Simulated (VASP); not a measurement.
Computed with r2SCAN meta-GGA, VASP's PBE PAW potentials (set 64) (plane waves; VASP).

VASP ran on this input.

POSCAR:
```
GeO2
1.0
  4.4242313004   0.0000000000   0.0000000000
  0.0000000000   4.4242313004   0.0000000000
  0.0000000000   0.0000000000   2.8872588222
Ge O
2 4
Cart
  4.4242313004   4.4242313004   2.8872588222
  2.2121156502   2.2121156502   1.4436294111
  1.3548310548   1.3548310548   0.0000000000
  3.5669467050   0.8572845954   1.4436294111
  0.8572845954   3.5669467050   1.4436294111
  3.0694002456   3.0694002456   0.0000000000
```

**KPOINTS**
```
Automatic mesh
0
Gamma
5 5 7
0 0 0
```

INCAR:
```
LMIXTAU=.TRUE.
LCHARG=.FALSE.
SYSTEM=GeO2
METAGGA=R2SCAN
SIGMA=0.05
ALGO=Normal   # blocked Davidson
ENCUT=520   # plane-wave cut-off (eV)
LMAXMIX=4   # l cut-off of mixed one-centre charges
ISIF=3
PREC=Accurate
EDIFF=1E-6   # SCF stop (eV)
EDIFFG=-0.02   # ionic stop
LASPH=.TRUE.
ISMEAR=0   # Gaussian
NSW=60
IBRION=2
LREAL=.FALSE.
LWAVE=.FALSE.
NELM=100   # most electronic steps
```

POTCAR, in this order: Ge_d O (PBE.64 set). Program: vasp_std.

What VASP printed:

**OSZICAR**
```
       N       E                     dE             d eps       ncg     rms          rms(c)
DAV:   1     0.574434419368E+03    0.57443E+03   -0.27434E+04  1944   0.457E+03
DAV:   2     0.195993311721E+02   -0.55484E+03   -0.53607E+03  1605   0.975E+02
DAV:   3    -0.739629848341E+02   -0.93562E+02   -0.92823E+02  1698   0.238E+02
DAV:   4    -0.791359844314E+02   -0.51730E+01   -0.51533E+01  1747   0.656E+01
DAV:   5    -0.792688660317E+02   -0.13288E+00   -0.13284E+00  1802   0.105E+01    0.136E+01
DAV:   6    -0.649470797906E+02    0.14322E+02   -0.10919E+01  2290   0.898E+01    0.480E+00
DAV:   7    -0.619320998683E+02    0.30150E+01   -0.27822E+00  2285   0.157E+01    0.276E+00
DAV:   8    -0.681171497713E+02   -0.61850E+01   -0.14204E+00  1923   0.162E+01    0.104E+00
DAV:   9    -0.623063120484E+02    0.58108E+01   -0.72136E-01  1668   0.794E+00    0.271E-01
DAV:  10    -0.626323714837E+02   -0.32606E+00   -0.18514E-01  2074   0.394E+00    0.149E-01
DAV:  11    -0.626378326156E+02   -0.54611E-02   -0.44519E-03  1747   0.608E-01    0.114E-01
DAV:  12    -0.626472845746E+02   -0.94520E-02   -0.43702E-03  1677   0.606E-01    0.304E-02
DAV:  13    -0.626534225298E+02   -0.61380E-02   -0.24162E-03  1873   0.466E-01    0.335E-02
DAV:  14    -0.626532737105E+02    0.14882E-03   -0.21187E-04  2194   0.151E-01    0.244E-02
DAV:  15    -0.626531035841E+02    0.17013E-03   -0.22976E-04  1929   0.155E-01    0.199E-02
DAV:  16    -0.626535401608E+02   -0.43658E-03   -0.17632E-04  1987   0.121E-01    0.537E-03
DAV:  17    -0.626535568686E+02   -0.16708E-04   -0.15761E-05  1594   0.396E-02    0.451E-03
DAV:  18    -0.626535578338E+02   -0.96516E-06   -0.53849E-07  1220   0.752E-03
   1 F= -.62653558E+02 E0= -.62653558E+02  d E =-.626536E+02
       N       E                     dE             d eps       ncg     rms          rms(c)
DAV:   1    -0.627606041344E+02   -0.10705E+00   -0.21060E+00  2075   0.273E+01    0.232E+00
DAV:   2    -0.626786743513E+02    0.81930E-01   -0.18941E-01  2089   0.609E+00    0.105E+00
DAV:   3    -0.626526645890E+02    0.26010E-01   -0.45143E-02  2119   0.515E+00    0.302E-01
DAV:   4    -0.626484690957E+02    0.41955E-02   -0.91762E-03  2184   0.146E+00    0.116E-01
DAV:   5    -0.626508283501E+02   -0.23593E-02   -0.23630E-03  1652   0.467E-01    0.679E-02
DAV:   6    -0.626499915832E+02    0.83677E-03   -0.48378E-04  1929   0.373E-01    0.149E-02
DAV:   7    -0.626508618376E+02   -0.87025E-03   -0.30171E-04  1551   0.182E-01    0.718E-03
DAV:   8    -0.626508552294E+02    0.66083E-05   -0.26541E-05  1755   0.521E-02    0.389E-03
DAV:   9    -0.626508734854E+02   -0.18256E-04   -0.43009E-06  1499   0.209E-02    0.136E-03
DAV:  10    -0.626508742844E+02   -0.79895E-06   -0.13049E-06  1195   0.122E-02
   2 F= -.62650874E+02 E0= -.62650874E+02  d E =0.268355E-02
       N       E                     dE             d eps       ncg     rms          rms(c)
DAV:   1    -0.626948238876E+02   -0.43950E-01   -0.76754E-01  2081   0.173E+01    0.138E+00
DAV:   2    -0.626661257503E+02    0.28698E-01   -0.68358E-02  2075   0.347E+00    0.628E-01
DAV:   3    -0.626567421758E+02    0.93836E-02   -0.16301E-02  2098   0.296E+00    0.177E-01
DAV:   4    -0.626554548032E+02    0.12874E-02   -0.32487E-03  2215   0.845E-01    0.674E-02
DAV:   5    -0.626560850913E+02   -0.63029E-03   -0.89734E-04  1593   0.281E-01    0.380E-02
DAV:   6    -0.626558296109E+02    0.25548E-03   -0.19515E-04  1902   0.225E-01    0.873E-03
DAV:   7    -0.626560836232E+02   -0.25401E-03   -0.10001E-04  1537   0.103E-01    0.419E-03
DAV:   8    -0.626560801293E+02    0.34940E-05   -0.87420E-06  1578   0.313E-02    0.235E-03
DAV:   9    -0.626560870069E+02   -0.68776E-05   -0.13799E-06  1122   0.111E-02    0.905E-04
DAV:  10    -0.626560873025E+02   -0.29559E-06   -0.64141E-07  1031   0.870E-03
   3 F= -.62656087E+02 E0= -.62656087E+02  d E =-.252947E-02
       N       E                     dE             d eps       ncg     rms          rms(c)
DAV:   1    -0.626561107347E+02   -0.23728E-04   -0.35891E-04  2082   0.367E-01    0.300E-02
DAV:   2    -0.626560944921E+02    0.16243E-04   -0.31935E-05  2082   0.752E-02    0.136E-02
DAV:   3    -0.626560888112E+02    0.56809E-05   -0.64464E-06  1881   0.644E-02    0.375E-03
DAV:   4    -0.626560887892E+02    0.21994E-07   -0.16822E-06  1086   0.176E-02
   4 F= -.62656089E+02 E0= -.62656089E+02  d E =-.253096E-02
       N       E                     dE             d eps       ncg     rms          rms(c)
DAV:   1    -0.626561071445E+02   -0.18333E-04   -0.10749E-01  1560   0.199E+00    0.676E-02
DAV:   2    -0.626562780218E+02   -0.17088E-03   -0.29343E-03  1860   0.373E-01    0.383E-02
DAV:   3    -0.626562522724E+02    0.25749E-04   -0.47566E-05  1842   0.735E-02    0.224E-02
DAV:   4    -0.626562411734E+02    0.11099E-04   -0.46154E-05  2036   0.720E-02    0.460E-03
DAV:   5    -0.626562420608E+02   -0.88735E-06   -0.39199E-05  1572   0.630E-02    0.263E-03
DAV:   6    -0.626562571542E+02   -0.15093E-04   -0.10184E-05  1426   0.277E-02    0.226E-03
DAV:   7    -0.626562571045E+02    0.49765E-07   -0.43297E-07  1073   0.679E-03
   5 F= -.62656257E+02 E0= -.62656257E+02  d E =-.168315E-03
```

**OUTCAR**
```
------------------------ aborting loop because EDIFF is reached ----------------------------------------
  FORCE on cell =-STRESS in cart. coord.  units (eV):
  Direction    XX          YY          ZZ          XY          YZ          ZX
  --------------------------------------------------------------------------------------
  Total       -0.0353991     -0.0353991      0.0169494     -0.0000000      0.0000000      0.0000000
  in kB       -1.0110066     -1.0110066      0.4840786     -0.0000000      0.0000000      0.0000000
  external PRESSURE =      -0.5126449 kB  Pullay stress =       0.0000000 kB
  volume of cell :       56.10
      direct lattice vectors                 reciprocal lattice vectors
     4.415477680 -0.000000000  0.000000000     0.226476063  0.000000000  0.000000000
    -0.000000000  4.415477680  0.000000000     0.000000000  0.226476063  0.000000000
     0.000000000  0.000000000  2.877355327     0.000000000  0.000000000  0.347541366
 POSITION                                       TOTAL-FORCE (eV/Angst)
 -----------------------------------------------------------------------------------
     -0.00000      0.00000      0.00000        -0.000000      0.000000      0.000000
      2.20774      2.20774      1.43868        -0.000000      0.000000      0.000000
      1.35019      1.35019      2.87736         0.008887      0.008887      0.000000
      3.55793      0.85755      1.43868         0.008887     -0.008887      0.000000
      0.85755      3.55793      1.43868        -0.008887      0.008887      0.000000
      3.06529      3.06529      0.00000        -0.008887     -0.008887      0.000000
 -----------------------------------------------------------------------------------
    total drift:                                0.000000      0.000000      0.000000
  FREE ENERGIE OF THE ION-ELECTRON SYSTEM (eV)
  ---------------------------------------------------
  free  energy   TOTEN  =       -62.6562571045 eV

  energy  without entropy=      -62.6562571045  energy(sigma->0) =      -62.65625710

 reached required accuracy - stopping structural energy minimisation
```
(Selected blocks of OUTCAR.)

**CONTCAR**
```
GeO2
   1.00000000000000
     4.4154776802478359   -0.0000000000000000    0.0000000000000000
    -0.0000000000000000    4.4154776802478359    0.0000000000000000
     0.0000000000000000    0.0000000000000000    2.8773553274264621
  Ge              O
     2     4
Direct
     0.0000000000000000    0.0000000000000000    0.0000000000000000
     0.5000000000000000    0.5000000000000000    0.5000000000000000
     0.3057857422389389    0.3057857422389389    1.0000000000000000
     0.8057857422389388    0.1942142577610611    0.5000000000000000
     0.1942142577610611    0.8057857422389388    0.5000000000000000
     0.6942142577610612    0.6942142577610612    0.0000000000000000
```

The compound is GeO2 in the rutile structure. This run relaxes it. Symmetry was kept, so distortions that lower it aren't found. The start is the result of an earlier pass.
